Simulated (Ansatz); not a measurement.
**GaP: a line through a two-coordinate scan**

One line of a two-coordinate grid on GaP (F-43m, No. 216; 2 atoms in the cell): c/a of the conventional cell is varied, at volume per atom = 20.30 Å³.

Computed with Ansatz 0.2.0 (DFT PBE, scalar-relativistic, plane waves, PAW, unless a step's input says otherwise).

17 further runs of the same task are left out: 17 set aside as unsound or not needed.

## Step 1: The system as given

It takes space group F-43m (No. 216, cubic). The conventional cell has a = 5.505 Å, b = 5.505 Å, c = 5.505 Å, α = 90.00°, β = 90.00°, γ = 90.00°. Ga (site symmetry -43m) has 4 P at 2.38 Å as nearest neighbours. P (site symmetry -43m) has 4 Ga at 2.38 Å as nearest neighbours.

Coordinates:

```
Ga P
1.0
     0.00000    2.75254    2.75254
     2.75254    0.00000    2.75254
     2.75254    2.75254    0.00000
Ga P
1 1
Direct
  0.00000 0.00000 0.00000
  0.75000 0.75000 0.75000
```

This cell was relaxed beforehand with the same method: volume 20.85 Å³/atom, gap on the mesh 1.58 eV.

## Step 2: Plan of the line

The energy is mapped over volume and the cell's shape.

First coordinate, volume per atom: 7 values from 19.19 to 22.52 Å³. Second coordinate, c/a of the conventional cell: 7 values from 0.923 to 1.083.

Nothing else is relaxed (symmetry fixes all fractional coordinates). Energies count from the relaxed crystal. Points are written as (first, second).

## Step 3: Grid point (20.30 Å³, 0.923)

input.yaml reads:

```yaml
crystal:
  lattice:
    - [0.0, 2.5859426165, 2.8016713071]
    - [2.8016713071, 0.0, 2.8016713071]
    - [2.8016713071, 2.5859426165, 0.0]
  atoms:
    - { symbol: Ga, position: [0.0, 0.0, 0.0] }
    - { symbol: P, position: [0.75, 0.75, 0.75] }
basis:
  ecutwfc: 420
kpoints:
  mp_grid: { grid: [10, 10, 10] }
hamiltonian:
  xc: pbe
scf:
  occupations: { method: gaussian, width: 0.05 }
output:
  forces: true
  stress: true
  eigenvalues: true
  write_density: true
  write_potential: true
  elf: true
  volumetric_format: npy
```

Run with:

```sh
ansatz run input.yaml --threads 1 --pin off --max-ram 2048MiB --backend cpu --events-out ev --progress --plain --runs-dir out
```

The session goes on with these runs: the other points of the line.

Before running it: what results should come out? Wanted: for each run, c/a of the conventional cell; energy; slope; pressure.

As calculated:

```
c/a of the conventional cell  step  energy (meV/atom)  slope (meV/atom per unit)  pressure (GPa)  band gap on the k-mesh (eV)
                       0.923     3               21.8                       −459           2.111                         0.87
                       0.948     4               12.2                       −314           2.195                         1.11
                       0.974     5                6.0                       −162           2.243                         1.36
                       1.000     –                3.9                          0           2.259                         1.61
                       1.027     6                6.2                        169           2.244                         1.48
                       1.055     7               13.3                        344           2.203                         1.35
                       1.083     8               25.8                        525           2.139                         1.22
```

Energies count from the relaxed crystal. Rows without a step come from runs not printed here or follow by symmetry. Slopes come from the forces (and the stress, where the cell changes), not from differences of energies.

What this shows: Along the line the energy is lowest at 1.000, 3.9 meV/atom from the zero. Energies and slopes round the minimum, fitted together, put the minimum at 0.9999, with a curvature of about 6200 meV/atom per (unit)². The highest point computed, at 1.083, lies 21.9 meV/atom above the lowest. This is one cut through a surface in two coordinates; the map's lowest point lies off it.

These are semilocal Kohn-Sham gaps, which aren't the measured quantity. Such gaps usually fall short of the measured ones.
